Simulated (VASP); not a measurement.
# Co (P6_3/mmc) in VASP: a series of runs

The runs below take Co through relaxation of cell and atoms, with PBE.

Everything below comes from runs of VASP 6.6.1. Logs are shortened: lines on timing, memory, paths and dates and some standing lists are left out, and cuts for length are marked.

**1. The structure**

The structure is hexagonal, space group P6_3/mmc (No. 194). Conventional cell: a = 2.507 Å, b = 2.507 Å, c = 4.070 Å, α = 90.00°, β = 90.00°, γ = 120.00°. Co (site symmetry -6m2) has 12 Co at 2.50 to 2.51 Å as nearest neighbours.

**2. Relaxation of cell and atoms, PBE, collinear spin, ferromagnetic start**

File INCAR:

```
ALGO = Normal
EDIFF = 1E-6
EDIFFG = -0.01
ENCUT = 520
GGA = PE
IBRION = 2
ISIF = 3
ISMEAR = 0
ISPIN = 2
LASPH = T
LCHARG = F
LMAXMIX = 4
LORBIT = 11
LREAL = F
LWAVE = F
MAGMOM = 2 2
NELM = 120
NSW = 90
PREC = Accurate
SIGMA = 0.1
```

File KPOINTS:

```
k-points
0
Gamma
  20 20 11
```

File POSCAR:

```
Co
1.0
    2.5074000000      0.0000000000      0.0000000000
   -1.2537000000      2.1714721000      0.0000000000
    0.0000000000      0.0000000000      4.0699000000
Co
2
Direct
    0.3333333300      0.6666666700      0.2500000000
    0.6666666700      0.3333333300      0.7500000000
```

Potentials or basis: VASP PAW PBE potentials, release 64 (Co).

Command:

```console
$ cat potpaw_PBE.64/Co/POTCAR > POTCAR
$ mpirun -np 1 vasp_std > vasp.out
```

OUTCAR:

```text
EDIFF = 1E-6
   EDIFFG = -0.01
   ENCUT = 520
   GGA = PE
   IBRION = 2
   ISIF = 3
   ISMEAR = 0
   ISPIN = 2
   LASPH = T
   LORBIT = 11
   LREAL = F
   NELM = 120
   NSW = 90
   PREC = Accurate

 ion  position               nearest neighbor table
   1  0.333  0.667  0.250-   2 2.50   2 2.50   2 2.50   2 2.50   2 2.50   2 2.50
   2  0.667  0.333  0.750-   1 2.50   1 2.50   1 2.50   1 2.50   1 2.50   1 2.50

  LATTYP: Found a hexagonal cell.
 ALAT       =     2.5074000000
 C/A-ratio  =     1.6231554598

  Lattice vectors:

 A1 = (   2.5074000000,   0.0000000000,   0.0000000000)
 A2 = (  -1.2537000000,   2.1714721000,   0.0000000000)
 A3 = (   0.0000000000,   0.0000000000,   4.0699000000)

Analysis of symmetry for initial positions (statically):
=====================================================================
 Subroutine PRICEL returns:
 Original cell was already a primitive cell.

 Routine SETGRP: Setting up the symmetry group for a
 hexagonal supercell.

 Subroutine GETGRP returns: Found 24 space group operations
 (whereof 12 operations were pure point group operations)
 out of a pool of 24 trial point group operations.

The static configuration has the point symmetry D_3d.
 The point group associated with its full space group is D_6h.

Analysis of symmetry for dynamics (positions and initial velocities):
=====================================================================
 Subroutine PRICEL returns:
 Original cell was already a primitive cell.

 Routine SETGRP: Setting up the symmetry group for a
 hexagonal supercell.

 Subroutine GETGRP returns: Found 24 space group operations
 (whereof 12 operations were pure point group operations)
 out of a pool of 24 trial point group operations.

The dynamic configuration has the point symmetry D_3d.
 The point group associated with its full space group is D_6h.

Analysis of structural, dynamic, and magnetic symmetry:
=====================================================================
 Subroutine PRICEL returns:
 Original cell was already a primitive cell.

 Routine SETGRP: Setting up the symmetry group for a
 hexagonal supercell.

 Subroutine GETGRP returns: Found 24 space group operations
 (whereof 12 operations were pure point group operations)
 out of a pool of 24 trial point group operations.

The overall configuration has the point symmetry D_3d.
 The point group associated with its full space group is D_6h.

 Subroutine INISYM returns: Found 24 space group operations
 (whereof 12 operations are pure point group operations),
 and found     1 'primitive' translations

----------------------------------------------------------------------------------------

                                     Primitive cell

  volume of cell :      22.1596

  direct lattice vectors                    reciprocal lattice vectors
     2.507400000  0.000000000  0.000000000     0.398819494  0.230258542  0.000000000
    -1.253700000  2.171472100  0.000000000     0.000000000  0.460517084  0.000000000
     0.000000000  0.000000000  4.069900000     0.000000000  0.000000000  0.245706283

  length of vectors
     2.507400000  2.507400002  4.069900000     0.460517085  0.460517084  0.245706283

  position of ions in fractional coordinates (direct lattice)
     0.333333330  0.666666670  0.250000000
     0.666666670  0.333333330  0.750000000

  ion indices of the primitive-cell ions
   primitive index   ion index
                 1           1
                 2           2

----------------------------------------------------------------------------------------

 KPOINTS: k-points

Automatic generation of k-mesh.
 Grid dimensions read from file:
 generate k-points for:   20   20   11

 Generating k-lattice:

  Cartesian coordinates                     Fractional coordinates (reciprocal lattice)
     0.019940975  0.011512927  0.000000000     0.050000000  0.000000000  0.000000000
     0.000000000  0.023025854  0.000000000     0.000000000  0.050000000  0.000000000
     0.000000000  0.000000000  0.022336935     0.000000000  0.000000000  0.090909091

  Length of vectors
     0.023025854  0.023025854  0.022336935

  Shift w.r.t. Gamma in fractional coordinates (k-lattice)
     0.000000000  0.000000000  0.000000000

 Subroutine IBZKPT returns following result:
 ===========================================

 Found    264 irreducible k-points:

 Following reciprocal coordinates:
            Coordinates               Weight
  0.000000  0.000000  0.000000      1.000000
  0.050000  0.000000  0.000000      6.000000
  0.100000  0.000000  0.000000      6.000000
  0.150000  0.000000  0.000000      6.000000
  0.200000  0.000000  0.000000      6.000000
  0.250000  0.000000  0.000000      6.000000
[... 16 lines left out ...]
  0.200000  0.100000  0.000000     12.000000
  0.250000  0.100000  0.000000     12.000000
 [... further k-points ...]
   k-points           NKPTS =    264   k-points in BZ     NKDIM =    264   number of bands    NBANDS=     15
   number of dos      NEDOS =    301   number of ions     NIONS =      2
   total plane-waves  NPLWV =  12000
   dimension x,y,z NGX =    20 NGY =   20 NGZ =   30
   dimension x,y,z NGXF=    40 NGYF=   40 NGZF=   60
   ions per type =               2
   NGX,Y,Z   is equivalent  to a cutoff of  13.26, 13.26, 12.25 a.u.
   NGXF,Y,Z  is equivalent  to a cutoff of  26.52, 26.52, 24.51 a.u.
 SYSTEM =  unknown system
   PREC   = accura    normal or accurate (medium, high low for compatibility)
   ISTART =      0    job   : 0-new  1-cont  2-samecut
   ICHARG =      2    charge: 1-file 2-atom 10-const
   ISPIN  =      2    spin polarized calculation?
   LNONCOLLINEAR =      F non collinear calculations
   LSORBIT =      F    spin-orbit coupling
   LASPH  =      T    aspherical Exc in radial PAW
   ENCUT  =  520.0 eV  38.22 Ry    6.18 a.u.   4.66  4.66  7.57*2*pi/ulx,y,z
   NELM   =    120;   NELMIN=  2; NELMDL= -5     # of ELM steps
   EDIFF  = 0.1E-05   stopping-criterion for ELM
   LREAL  =      F    real-space projection
   EDIFFG = -.1E-01   stopping-criterion for IOM
   NSW    =     90    number of steps for IOM
   IBRION =      2    ionic relax: 0-MD 1-quasi-New 2-CG
   NFREE  =      1    steps in history (QN), initial steepest desc. (CG)
   ISIF   =      3    stress and relaxation
   ISYM   =      2    0-nonsym 1-usesym 2-fastsym
   POTIM  = 0.5000    time-step for ionic-motion
   TEBEG  =    0.0;   TEEND  =   0.0 temperature during run
   PSTRESS=    0.0 pullay stress
   NELECT =      18.0000    total number of electrons
   NUPDOWN=      -1.0000    fix difference up-down
   EMIN   =  10.00;   EMAX   =-10.00  energy-range for DOS
   EFERMI =   0.00;   METHOD = LEGACY
   ISMEAR =     0;   SIGMA  =   0.10  broadening in eV -4-tet -1-fermi 0-gaus
   EFERMI_NEDOS =   21; number of points for ismear=-14 and -15
   IALGO  =     38    algorithm
   IMIX   =      4    mixing-type and parameters
     AMIX     =   0.40;   BMIX     =  1.00
     AMIX_MAG =   1.60;   BMIX_MAG =  1.00
  volume/ion in A,a.u.               =      11.08        74.77
  Fermi-wavevector in a.u.,A,eV,Ry     =   1.527490  2.886538 31.745475  2.333227
  Thomas-Fermi vector in A             =   2.635379
   LORBIT       =     11    0 simple, 1 ext, 2 COOP (PROOUT), +10 PAW based schemes
   GGA     = PE    functional components
   LHFCALC =     F    Hartree Fock is set to
   AEXX    =    0.0000 exact exchange contribution
   IVDW    =     0    specifies the selected vdW correction
   LEPSILON=     F    determine dielectric tensor
   LRPA    =     F    only Hartree local field effects (RPA)
 conjugate gradient relaxation of ions
 spin polarized calculation
 Gauss-broadening in eV      SIGMA  =   0.10
  energy-cutoff  :      520.00
  volume of cell :       22.16
 maximum number of plane-waves:       612
 NGX is ok and might be reduce to    20
   NGX =  9   NGY =  9   NGZ = 15

--------------------------------------- Ionic step        1  -------------------------------------------

 number of electron      18.0000002 magnetization       3.2216280

 Free energy of the ion-electron system (eV)
  ---------------------------------------------------
  ext. energy  EPLUGINS =         0.00000000
  ---------------------------------------------------
  free energy    TOTEN  =       -14.06880078 eV

  energy without entropy =      -14.06046669  energy(sigma->0) =      -14.06463373

 E-fermi :   9.9634     XC(G=0): -13.2801

 val. band max:        9.9622250034   @ k =   0.3000   0.0500   0.4545
 cond. band min:       9.9671639820   @ k =   0.3000   0.1000   0.4545
 fundamental gap:      0.0049389786
 Fermi energy:         9.9634058388

 spin component 1

 k-point     1 :       0.0000    0.0000    0.0000
  band No.  band energies     occupation
      1       1.1808      1.00000
      2       4.9325      1.00000
      3       7.3683      1.00000
      4       7.4089      1.00000
      5       7.4089      1.00000
      6       7.7053      1.00000
      7       7.7053      1.00000
      8       8.0483      1.00000
      9       8.0483      1.00000
     10       9.0983      1.00000
     11       9.0983      1.00000
     12       9.8650      0.91806
     13      16.0813      0.00000
     14      31.8123      0.00000
     15      34.1986      0.00000
[... 1052 lines left out ...]
 POSITION                                       TOTAL-FORCE (eV/Angst)
 -----------------------------------------------------------------------------------
     -0.00000      1.43820      1.00608         0.000000     -0.000000      0.000000
      1.24552      0.71910      3.01824        -0.000000      0.000000      0.000000
 -----------------------------------------------------------------------------------
    total drift:                               -0.000000      0.000000     -0.000000

  FREE ENERGIE OF THE ION-ELECTRON SYSTEM (eV)
  ---------------------------------------------------
  free  energy   TOTEN  =       -14.0771601705 eV

  energy  without entropy=      -14.0690799769  energy(sigma->0) =      -14.07312007

--------------------------------------- Ionic step        7  -------------------------------------------

 number of electron      17.9999996 magnetization       3.1978509

 Free energy of the ion-electron system (eV)
  ---------------------------------------------------
  ext. energy  EPLUGINS =         0.00000000
  ---------------------------------------------------
  free energy    TOTEN  =       -14.07716134 eV

  energy without entropy =      -14.06907807  energy(sigma->0) =      -14.07311971

 E-fermi :  10.2961     XC(G=0): -13.4233

 val. band max:       10.2957464777   @ k =   0.1000   0.0500   0.1818
 cond. band min:      10.2979114688   @ k =   0.2000   0.0000   0.0000
 fundamental gap:      0.0021649911
 Fermi energy:        10.2961169403

 spin component 1

 k-point     1 :       0.0000    0.0000    0.0000
  band No.  band energies     occupation
      1       1.3792      1.00000
      2       5.1640      1.00000
      3       7.6962      1.00000
      4       7.7138      1.00000
      5       7.7138      1.00000
      6       8.0279      1.00000
      7       8.0279      1.00000
      8       8.3698      1.00000
      9       8.3698      1.00000
     10       9.4776      1.00000
     11       9.4776      1.00000
     12      10.2411      0.78191
     13      16.7025      0.00000
     14      32.3001      0.00000
     15      34.8880      0.00000
[... 872 lines left out ...]
 POSITION                                       TOTAL-FORCE (eV/Angst)
 -----------------------------------------------------------------------------------
     -0.00000      1.43811      1.00620        -0.000000      0.000000      0.000000
      1.24544      0.71906      3.01861         0.000000     -0.000000      0.000000
 -----------------------------------------------------------------------------------
    total drift:                               -0.000000      0.000000     -0.000000

  FREE ENERGIE OF THE ION-ELECTRON SYSTEM (eV)
  ---------------------------------------------------
  free  energy   TOTEN  =       -14.0771613426 eV

  energy  without entropy=      -14.0690780684  energy(sigma->0) =      -14.07311971

 reached required accuracy - stopping structural energy minimisation

 total charge

# of ion       s       p       d       tot
------------------------------------------
    1        0.490   0.524   7.266   8.280
    2        0.490   0.524   7.266   8.280
--------------------------------------------------
tot          0.980   1.047  14.533  16.559

 magnetization (x)

# of ion       s       p       d       tot
------------------------------------------
    1       -0.015  -0.055   1.690   1.619
    2       -0.015  -0.055   1.690   1.619
--------------------------------------------------
tot         -0.030  -0.111   3.379   3.238
```

Wall time 5.3 min (1 thread of Intel Xeon 6975P-C (Granite Rapids), shared host); peak memory 0.25 GiB.

Results:

```
Free energy                                           : -14.0772 eV
Relaxed volume                                        : 10.81 Å³/atom
Relaxed cell                                          : a = 2.491 Å, b = 2.491 Å, c = 4.025 Å, α = 90.00°, β = 90.00°, γ = 120.00°
Space group after relaxing (to 0.05 Å)                : P6_3/mmc (No. 194)
Energy gained by relaxing                             : 4.2 meV/atom
Ionic steps                                           : 7
Pressure after relaxing                               : 0.0 GPa
Band gap on the k mesh                                : none (metal or under the smearing width)
Net moment                                            : 3.20 μB per cell
Site moments                                          : Co +1.62 μB
Valence electrons inside the program's atomic spheres : Co 8.28
```

The path:
| step | energy change (eV) | largest force (eV/Å) | pressure (GPa) | volume (Å³) |
| --- | --- | --- | --- | --- |
| 1 | 0.0000 | 0.0000 | -4.89 | 22.16 |
| 2 | 0.0012 | 0.0000 | 5.82 | 21.09 |
| 3 | -0.0083 | 0.0000 | 0.03 | 21.64 |
| 4 | -0.0083 | 0.0000 | 0.13 | 21.62 |
| 5 | -0.0084 | 0.0000 | 0.10 | 21.63 |
| 6 | -0.0084 | 0.0000 | 0.11 | 21.63 |
| 7 | -0.0084 | 0.0000 | 0.05 | 21.63 |

Final structure:
```xyz
2
Lattice="2.4909 0.0000 0.0000 -1.2454 2.1572 0.0000 0.0000 0.0000 4.0248" Properties=species:S:1:pos:R:3 pbc="T T T"
Co    0.0000    1.4381    1.0062
Co    1.2454    0.7191    3.0186
```

**3. Relaxation of cell and atoms, PBE, collinear spin, ferromagnetic start**

This run uses another cell than the first one, of 10.81 Å³/atom, 0.976 times its volume.

INCAR, as its differences from that of step 2:

```diff
@@ -1,4 +1,4 @@
 ALGO = Normal
-EDIFF = 1E-6
-EDIFFG = -0.01
+EDIFF = 1E-7
+EDIFFG = -0.005
 ENCUT = 520
@@ -17,3 +17,4 @@
 NELM = 120
-NSW = 90
+NSW = 60
+POTIM = 0.3
 PREC = Accurate
```

KPOINTS is that of step 2.

File POSCAR:

```
Co                                      
1.0
    2.4908840131      0.0000000000      0.0000000000
   -1.2454420065      2.1571688357      0.0000000000
   -0.0000000000      0.0000000000      4.0248101312
  Co            
     2
Direct
     0.3333333300000021    0.6666666699999979    0.2500000000000000
     0.6666666699999979    0.3333333300000021    0.7500000000000000
```

Potentials or basis: VASP PAW PBE potentials, release 64 (Co).

Command:

```console
$ cat potpaw_PBE.64/Co/POTCAR > POTCAR
$ mpirun -np 1 vasp_std > vasp.out
```

Wall time 2.1 min (1 thread of Intel Xeon 6975P-C (Granite Rapids), shared host); peak memory 0.24 GiB.

It converged, with:

| Property | Result |
| --- | --- |
| Free energy | -14.0771 eV |
| Relaxed volume | 10.82 Å³/atom |
| Relaxed cell | a = 2.491 Å, b = 2.491 Å, c = 4.026 Å, α = 90.00°, β = 90.00°, γ = 120.00° |
| Space group after relaxing (to 0.05 Å) | P6_3/mmc (No. 194) |
| Energy gained by relaxing | 0.0 meV/atom |
| Ionic steps | 2 |
| Pressure after relaxing | 0.0 GPa |
| Band gap on the k mesh | none (metal or under the smearing width) |
| Net moment | 3.20 μB per cell |
| Site moments | Co +1.62 μB |
| Valence electrons inside the program's atomic spheres | Co 8.28 |

Final structure:
```
CELL_PARAMETERS angstrom
2.49134 0.00000 0.00000
-1.24567 2.15756 0.00000
0.00000 0.00000 4.02594
ATOMIC_POSITIONS crystal
Co 0.33333 0.66667 0.25000
Co 0.66667 0.33333 0.75000
```

Levels at points of the mesh, in eV from the Fermi level:
Spin up:
| k point | band 7 | band 8 | band 9 | band 10 | band 11 | band 12 | band 13 | band 14 | band 15 |
| --- | --- | --- | --- | --- | --- | --- | --- | --- | --- |
| (0.00, 0.00, 0.00) | -2.27 | -1.93 | -1.93 | -0.82 | -0.82 | -0.06 | 6.40 | 22.00 | 24.58 |
| (0.50, 0.00, 0.00) | -2.17 | -0.69 | -0.59 | -0.54 | 1.32 | 3.34 | 9.72 | 10.38 | 12.78 |
Spin down:
| k point | band 3 | band 4 | band 5 | band 6 | band 7 | band 8 | band 9 | band 10 | band 11 | band 12 |
| --- | --- | --- | --- | --- | --- | --- | --- | --- | --- | --- |
| (0.00, 0.00, 0.00) | -0.98 | -0.95 | -0.95 | -0.59 | -0.59 | -0.17 | -0.17 | -0.13 | 1.06 | 1.06 |
| (0.50, 0.00, 0.00) | -3.24 | -1.85 | -1.11 | -1.02 | -0.61 | 1.18 | 1.32 | 1.35 | 2.55 | 4.31 |
